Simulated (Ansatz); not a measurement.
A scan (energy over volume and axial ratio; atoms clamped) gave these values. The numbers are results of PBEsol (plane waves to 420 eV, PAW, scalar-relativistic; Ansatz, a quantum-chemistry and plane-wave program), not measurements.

Shear modulus C′ = (C11 − C12)/2 (fit, atoms clamped): 20 GPa

### Question
Of these crystals, all scanned alike, which one is it?
A. AlSb (zinc blende)
B. GaP (zinc blende)
C. TaN (rock salt)
D. YN (rock salt)

### Answer
A, AlSb (zinc blende). The others have, for the shear modulus C′ = (C11 − C12)/2: YN 132 GPa, TaN 318 GPa, GaP 37 GPa

All were relaxed with their symmetry unable to fall. Spin-orbit coupling is left out. TaN is run without spin polarisation. This is a high-temperature form of TaN. YN is run without spin polarisation.

(Under strain, the slope of the energy per volume gives the stress and its curvature an elastic modulus.)
